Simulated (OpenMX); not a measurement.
Au in OpenMX: the effect of dispersion

Crystal: Au.

```xyz
1
Lattice="2.7484 0.0000 0.0000 0.0000 2.7484 0.0000 0.0000 0.0000 2.7484" Properties=species:S:1:pos:R:3 pbc="T T T"
Au    1.3742    1.3742    1.3742
```

The cell was built by a generator and needn't be a form met in nature.

Alike in all runs:

```yaml
Program: OpenMX 3.8.5
Task: single point
Functional: PBE
Potentials_or_basis: OpenMX 2013 PBE set, Au7.0-s3p2d2f1, grid cutoff 400 Ry
k_mesh: 7 × 7 × 7
Occupations: fermi-dirac, width 0.05 eV
Spin: no spin polarisation
```

```tsv
dispersion	pressure (GPa)
none	?
D3	-5.1
D3(BJ)	-3.2
D4	-3.0
```

Question: What does the run with dispersion none give?

Answer: Pressure 1.1 GPa.

Caveats: the basis of atomic orbitals isn't converged, which shifts pressures, moduli and gaps; pairwise dispersion overbinds metals, which lowers pressure and volume (some runs).
